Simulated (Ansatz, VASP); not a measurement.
# C (C (Fd-3m)): VASP beside Ansatz

Aim: how closely do two programs agree when they are given the same cell, functional and k mesh? The cell is taken from a series of runs on this material, whose earlier steps may have relaxed, scaled, displaced or heated it; both programs get it as it stands.

Main program and level: Ansatz 0.2.0; plane waves, with VASP 6.6.1 beside it; single point at PBEsol.

## (1) The structure

Symmetry: Fd-3m, No. 227, cubic system. The conventional cell has a = 3.545 Å, b = 3.545 Å, c = 3.545 Å, α = 90.00°, β = 90.00°, γ = 90.00°. Nearest to C lie 4 C at 1.54 Å.

## (2) Ansatz: single point, PBEsol, pair 1

Ansatz runs on its default PAW (the set named soft_2) files.

A single point gives forces, pressure and levels at one fixed geometry, so differences don't come from the geometry; what else differs is listed under the comparison.

input.yaml reads:

```yaml
crystal:
  lattice:
    - [0.0, 1.7726957179, 1.7726957179]
    - [1.7726957179, 0.0, 1.7726957179]
    - [1.7726957179, 1.7726957179, 0.0]
  atoms:
    - { symbol: C, position: [0.0, 0.0, 0.0] }
    - { symbol: C, position: [0.25, 0.25, 0.25] }
basis:
  ecutwfc: 420
  xc_grid: 2
hamiltonian:
  xc: pbesol
kpoints:
  mp_grid: { grid: [13, 13, 13] }
scf:
  occupations: { method: fermi_dirac, width: 0.01 }
  max_iter: 100
  lower_state_search: "off"
checkpoint:
  write: "../dense.run"
  compress: false
  write_wavefunctions: false
  write_every: 100000
```

Command:

```sh
> ansatz run input.yaml --threads 10 --pin off --max-ram 65945MiB --backend cpu --events-out ev --progress --plain --runs-dir out
```

Numbers of over 12 decimals in the logs are rounded to 6 here.

Output:

```text
Engine: ansatz 0.2.0, x86_64-unknown-linux-gnu
Pseudopotentials: kind: paw
Pseudopotential: C, paw, valence charge 4, recommended cutoff 420 eV (normal), C.paw.azcp
Functional definition: PBEsol
  exchange = pbesol_x
  correlation = pbesol_c
Crystal: 2 atoms, lattice volume = 11.141 Å³
Basis set: ecut = 420 eV, 229 PW (Γ), exchange–correlation on 36×36×36 points (8 copies of the dense FFT grid, shifted against one another)
Bands: 8, of which v1, the nominal top of the filled ones, is band 4 counted from 1 (3 counted from 0)
Symmetry: 48 space group operations
Space group: Fd-3m (ITA 227), of the structure as read, at distance tolerance 2.2e-5 Å
k-points: 84 of 2197
Non-local potential: C, projectors of the file, l = 0: 2, l = 1: 2, l = 2: 1
PAW form: soft (Blöchl's): semilocal exchange-correlation on the pseudo side does not see the compensation charge
PAW frozen core: C, regenerated for the run's functional, and the local potential with it (the file was generated under x = pbe(κ = 0.804, μ = 0.219515), c = pbe(β = 0.066725))
PAW one-centre angular grid: C, 110 points (default); XC on 64 Gauss nodes
Initial density: superposition of atomic densities (neutral atoms: chi_scale 0, normalization atom), corrected by the library's trained network
Initial wavefunctions: pseudopotential atomic-orbital guess
Functional: x = pbesol(κ = 0.804, μ = 0.123457), c = pbesol(β = 0.046)
SCF iter   1: F=—  HF=-493.336080 eV  |F-HF|=—  |Δ(HF+E_count)|=         —  Δρ=6.00e-3  dr2=3.20e-3  ethr=1.77e-3  ⟨swp⟩=5.4  Hψ=4473  notcnv=0
preconditioner: auto → none  [insulator: Δε(μ)=4.029 eV  Ē_g=19.845 eV  σ=0.010 eV  W_gap=1.00  n_scr=0 (ndim 8)  ℏωp=31.5 eV  f_vac=0.000  D(μ)=0.00/eV (n_scr^D=0)  ε∞_Penn≈3.5]
SCF iter   2: F=—  HF=-493.335230 eV  |F-HF|=—  |Δ(HF+E_count)|=   8.50e-4  Δρ=2.39e-3  dr2=5.04e-4  ethr=4.00e-5  ⟨swp⟩=2.1  Hψ=1694  notcnv=0
SCF iter   3: F=—  HF=-493.335124 eV  |F-HF|=—  |Δ(HF+E_count)|=   1.06e-4  Δρ=2.19e-4  dr2=2.64e-6  ethr=6.30e-6  ⟨swp⟩=3.0  Hψ=1344  notcnv=0
SCF iter   4: F=—  HF=-493.335127 eV  |F-HF|=—  |Δ(HF+E_count)|=   2.96e-6  Δρ=3.64e-5  dr2=9.32e-8  ethr=3.30e-8  ⟨swp⟩=2.0  Hψ=1008  notcnv=0
iter 5 did not close the SCF: its close was put off for the readings that it lacked (scf_convergence_deferred on its scf_iter line)
SCF iter   5: F=-493.335127 eV  HF=-493.335127 eV  |F-HF|=2.29e-10  |Δ(HF+E_count)|=   3.67e-8  Δρ=3.79e-6  dr2=6.70e-10  ethr=1.16e-9  ⟨swp⟩=2.1  Hψ=1016  notcnv=0
SCF iter   6: F=-493.335127 eV  HF=-493.335127 eV  |F-HF|=1.14e-13  |Δ(HF+E_count)|=  1.53e-10  Δρ=4.04e-8  dr2=4.07e-14  ethr=8.38e-12  ⟨swp⟩=1.0  Hψ=2043  notcnv=0
SCF 1 converged in 6 iterations: F = -493.335127 eV  dr2 = 4.07e-14
  greatest PAW one-centre occupation: 0.644 electrons in one spin orbital (limit 2), on the C atom at site 1 (counted from 0), in its partial waves of l = 0
SCF converged after 6 iterations
Free energy (F): -493.335127 eV
Harris-Foulkes:  -493.335127 eV  (|F-HF|=1.14e-13)
Internal energy: -493.335127 eV  (E = F + TS)
E sigma→0 (E₀):  -493.335127 eV
Fermi energy:    15.642225 eV
--- Per-component energies (eV) ---
  E_band       = 36.003270
  E_kinetic    = 185.174905
  E_local      = -120.338752  (includes V_loc(G=0)·N_el)
  E_nonlocal   = 53.602067
  E_hartree    = 26.061829
  E_xc         = -97.050120
  E_vxc        = -120.865043  (∫ρ·V_xc dr)
  E_paw        = -190.770662  (= ΣΔE_a)
  E_vpaw       = -13.693582  (= ΣTr[D̂ρ^β])
  E_aug_tail   = 0.000016  (compensation charges beyond the density's cutoff)
  E_ewald      = -350.056612
  E_core_change = 0.042201  (= ΣΔE_core)
  E_smearing   = -0.000000  (= −TS)
  E_closure    = 0.000000  (closes the sum)
  Σ components = -493.335127   (vs F -493.335127, Δ=0.00e0)
```

## (3) VASP: single point, PBEsol, pair 1

The same cell, functional, mesh and smearing now go to VASP, with its own data sets.

Lines of VASP's logs that name or quote its potential files are left out, and so is its time.

INCAR reads:

```
SYSTEM = C
PREC = Accurate
ENCUT = 520
EDIFF = 1E-06
NELM = 120
ISMEAR = -1
SIGMA = 0.01
LREAL = .FALSE.
ALGO = Normal
GGA = PS
NBANDS = 10
LORBIT = 11
LWAVE = .FALSE.
LCHARG = .FALSE.
ISIF = 2
LASPH = .TRUE.
GGA_COMPAT = .FALSE.
EFERMI = MIDGAP
KPAR = 2
```

POSCAR reads:

```
C
1.0
    0.0000000000      1.7726957179      1.7726957179
    1.7726957179      0.0000000000      1.7726957179
    1.7726957179      1.7726957179      0.0000000000
C
2
Direct
    0.0000000000      0.0000000000      1.0000000000
    0.2500000000      0.2500000000      0.2500000000
```

KPOINTS reads:

```
Automatic mesh
0
Gamma
13 13 13
0 0 0
```

The projector-augmented-wave data sets are C (PBE family, release 64).

Command:

```sh
> mpirun -np 2 vasp_std
```

Output:

```text
[banner, memory and clock lines left out]
running    2 mpi-ranks, on    1 nodes
 distrk:  each k-point on    1 cores,    2 groups
 distr:  one band on    1 cores,    1 groups

 POSCAR found type information on POSCAR C
 POSCAR found :  1 types and       2 ions
|                                                                             |
|               ----> ADVICE to this user running VASP <----                  |
|                                                                             |
|     You enforced a specific xc type in the INCAR file but a different       |
|     [... a line on the potential file left out ...]
|     I HOPE YOU KNOW WHAT YOU ARE DOING!                                     |
|                                                                             |

 LDA part: xc-table for (Slater+PW92), standard interpolation
 POSCAR, INCAR and KPOINTS ok, starting setup
 FFT: planning ... GRIDC
 FFT: planning ... GRID_SOFT
 FFT: planning ... GRID
 WAVECAR not read
 entering main loop
       N       E                     dE             d eps       ncg     rms          rms(c)
DAV:   1    -0.141117990633E+01   -0.14112E+01   -0.49410E+03  1720   0.796E+02
DAV:   2    -0.196371629304E+02   -0.18226E+02   -0.17423E+02  2372   0.123E+02
DAV:   3    -0.199466273560E+02   -0.30946E+00   -0.30880E+00  1982   0.134E+01
DAV:   4    -0.199471861177E+02   -0.55876E-03   -0.55874E-03  1806   0.659E-01
DAV:   5    -0.199471867889E+02   -0.67115E-06   -0.67114E-06  1928   0.222E-02    0.573E+00
DAV:   6    -0.194282428033E+02    0.51894E+00   -0.28595E-01  1756   0.395E+00    0.338E+00
DAV:   7    -0.192477073569E+02    0.18054E+00   -0.33828E-01  1836   0.434E+00    0.718E-01
DAV:   8    -0.192482290200E+02   -0.52166E-03   -0.69128E-03  1770   0.711E-01    0.287E-02
DAV:   9    -0.192482442296E+02   -0.15210E-04   -0.15261E-05  2052   0.375E-02    0.208E-02
DAV:  10    -0.192482518525E+02   -0.76230E-05   -0.32732E-06  1762   0.174E-02    0.423E-03
DAV:  11    -0.192482517144E+02    0.13812E-06   -0.63783E-08   980   0.246E-03
   1 F= -.19248252E+02 E0= -.19248252E+02  d E =0.000000E+00
```

OUTCAR, selected parts (step 3):

```text
ion  position               nearest neighbor table
   1  0.000  0.000  0.000-   2 1.54   2 1.54   2 1.54   2 1.54
   2  0.250  0.250  0.250-   1 1.54   1 1.54   1 1.54   1 1.54

  LATTYP: Found a face centered cubic cell.
 ALAT       =     3.5453914358

 Subroutine GETGRP returns: Found 48 space group operations
 (whereof 24 operations were pure point group operations)

The static configuration has the point symmetry T_d .
 The point group associated with its full space group is O_h .

 Found     84 irreducible k-points:

   k-points           NKPTS =     84   k-points in BZ     NKDIM =     84   number of bands    NBANDS=     10

   dimension x,y,z NGX =    20 NGY =   20 NGZ =   20
   dimension x,y,z NGXF=    40 NGYF=   40 NGZF=   40

   ENCUT  =  520.0 eV  38.22 Ry    6.18 a.u.   4.66  4.66  4.66*2*pi/ulx,y,z

   NELECT =       8.0000    total number of electrons

 k-points in reciprocal lattice and weights: Automatic mesh
   0.00000000  0.00000000  0.00000000       0.000
   0.07692308  0.00000000  0.00000000       0.004
   0.15384615  0.00000000  0.00000000       0.004
   0.23076923  0.00000000  0.00000000       0.004
   0.30769231  0.00000000  0.00000000       0.004
   0.38461538  0.00000000  0.00000000       0.004
   0.46153846  0.00000000  0.00000000       0.004
   0.07692308  0.07692308  0.00000000       0.003
   0.15384615  0.07692308  0.00000000       0.011
[...]
-0.30769231  0.46153846  0.15384615       0.011
  -0.30769231  0.46153846  0.23076923       0.011

 average (electrostatic) potential at core
       1 -45.2215       2 -45.2215

 E-fermi :  11.9975

 k-point     1 :       0.0000    0.0000    0.0000
  band No.  band energies     occupation
      1     -11.7940      2.00000
      2       9.9717      2.00000
      3       9.9717      2.00000
      4       9.9717      2.00000
      5      15.5604      0.00000
      6      15.5604      0.00000
      7      15.5604      0.00000
      8      23.7531      0.00000
      9      29.1626      0.00000
    ...

 k-point     2 :       0.0769    0.0000    0.0000
  band No.  band energies     occupation
      1     -11.6275      2.00000
      2       8.8828      2.00000
      3       9.6845      2.00000
      4       9.6845      2.00000
      5      15.9359      0.00000
      6      15.9359      0.00000
      7      16.2125      0.00000
      8      23.8735      0.00000
      9      29.4458      0.00000
    ...

 k-point     3 :       0.1538    0.0000    0.0000
  band No.  band energies     occupation
      1     -11.1300      2.00000
      2       6.5737      2.00000
      3       9.0399      2.00000
      4       9.0399      2.00000
      5      16.7812      0.00000
      6      16.7812      0.00000
      7      17.2831      0.00000
      8      24.2177      0.00000
      9      30.0750      0.00000
    ...

  Total        0.3044760      0.3044760      0.3044760     -0.0000000      0.0000000      0.0000000
  in kB       43.7855789     43.7855789     43.7855789     -0.0000000      0.0000000      0.0000000
  external PRESSURE =      43.7855789 kB  Pullay stress =       0.0000000 kB

  energy-cutoff  :      520.00
  volume of cell :       11.14
      direct lattice vectors                 reciprocal lattice vectors
     0.000000000  1.772695718  1.772695718    -0.282056303  0.282056303  0.282056303
     1.772695718  0.000000000  1.772695718     0.282056303 -0.282056303  0.282056303
     1.772695718  1.772695718  0.000000000     0.282056303  0.282056303 -0.282056303

 POSITION                                       TOTAL-FORCE (eV/Angst)
 -----------------------------------------------------------------------------------
      0.00000      0.00000      0.00000        -0.000000     -0.000000     -0.000000
      0.88635      0.88635      0.88635         0.000000      0.000000      0.000000
 -----------------------------------------------------------------------------------
    total drift:                                0.000000      0.000000      0.000000

  FREE ENERGIE OF THE ION-ELECTRON SYSTEM (eV)
  ---------------------------------------------------
  free  energy   TOTEN  =       -19.2482517144 eV

  energy  without entropy=      -19.2482517144  energy(sigma->0) =      -19.24825171

 total charge
# of ion       s       p       d       tot
------------------------------------------
    1        0.827   1.761   0.000   2.588
    2        0.827   1.761   0.000   2.588
--------------------------------------------------
tot          1.654   3.523   0.000   5.177

[... 3 further parts left out ...]
```

The gap is read on the k-mesh alone, so it is an upper bound where the band edges lie off the mesh. The PAW data sets were made with PBE, which is usual practice but a small mismatch for other functionals.

## (4) Comparison

Known differences besides the potentials themselves: the cutoff is 420 eV in Ansatz and 520 eV in VASP; Ansatz makes its cores anew for this functional, VASP keeps those of its PBE data sets. Total energies have different zeros and are not compared.

Both answers:

```tsv
quantity	Ansatz	VASP	difference
gap on the k mesh (eV)	4.059	4.051	+0.007
```

A gap on the mesh is an upper bound, since the band edges may lie between its points.

## (5) Ansatz: single point, PBEsol, pair 2

A single point gives forces, pressure and levels at one fixed geometry, so differences don't come from the geometry; what else differs is listed under the comparison. This pair takes another cell of the material, with 8 atoms against 2 for the pair before.

The cell is taken from a series of runs on this material, whose earlier steps may have relaxed, scaled, displaced or heated it; both programs get it as it stands.

input.yaml reads:

```yaml
crystal:
  lattice:
    - [3.54539144, 0.0, 0.0]
    - [0.0, 3.54539144, 0.0]
    - [0.0, 0.0, 3.54539144]
  atoms:
    - { symbol: C, position: [0.0, 0.0, 0.0] }
    - { symbol: C, position: [0.0, 0.5, 0.5] }
    - { symbol: C, position: [0.5, 0.0, 0.5] }
    - { symbol: C, position: [0.5, 0.5, 0.0] }
    - { symbol: C, position: [0.25, 0.25, 0.25] }
    - { symbol: C, position: [0.25, 0.75, 0.75] }
    - { symbol: C, position: [0.75, 0.25, 0.75] }
    - { symbol: C, position: [0.75, 0.75, 0.25] }
basis:
  ecutwfc: 420.0
  ecutrho_ratio: 4
  xc_grid: 2
  fft_grid_basis: typed
  precision: f64
kpoints:
  mp_grid: { grid: [6, 6, 6], shift: [0.5, 0.5, 0.5] }
  band_path: { path: [VBM, CBM], npoints: 1 }
hamiltonian:
  xc: pbesol
  pseudopotentials: { kind: paw }
scf:
  max_iter: 100
  self_checks: high
  occupations: { method: fixed }
checkpoint:
  write: "../host.semi.run"
  compress: false
  write_wavefunctions: true
  write_every: 100000
```

Command:

```sh
> ansatz run input.yaml --threads 10 --pin off --max-ram 65945MiB --backend cpu --events-out ev --progress --plain --runs-dir out
```

Output:

```text
[...]
Crystal: 8 atoms, lattice volume = 44.565 Å³
Basis set: ecut = 420 eV, 895 PW (Γ), exchange–correlation on 48×48×48 points (8 copies of the dense FFT grid, shifted against one another)
Bands: 24, of which v1, the nominal top of the filled ones, is band 16 counted from 1 (15 counted from 0)
Symmetry: 192 space group operations
[...]
k-points: 10 of 216
[...]
--- Band table (eV; the first three rows and the last of 10) ---
  k-point 0: bands = [... 12 lower, 7.3360, 12.3629, 13.2841, 13.2841, 18.2868, 18.2868, 18.2868, 19.4184, ... 4 higher]
  k-point 1: bands = [... 12 lower, 7.8371, 10.6657, 11.8522, 12.6615, 18.1481, 19.3021, 19.5928, 19.5928, ... 4 higher]
  k-point 2: bands = [... 12 lower, 8.8139, 8.8801, 10.2038, 10.9165, 18.3374, 18.7807, 22.1695, 22.1695, ... 4 higher]
  k-point 9: bands = [... 12 lower, 10.3944, 10.3944, 10.8763, 10.8763, 21.6766, 21.6766, 21.6766, 22.0635, ... 4 higher]
[key lines of the parts left out:]
SCF converged after 6 iterations
Free energy (F): -1973.340316 eV
Fermi energy:    13.284111 eV
```

(Part 1 of 2 ends here.)

[Lines on the potential files, build, host, timing and source positions are cut from VASP's logs without a mark.]

[Logs are printed without paths, hosts, clocks, repeated set-up lines and the standing remarks that a program may print on its own settings, such as how far it seeks lower states.]

[Hosts, paths, dates, database ids (printed as entryN), source tags and the programs' standing remarks are cut or masked in the printed files.]
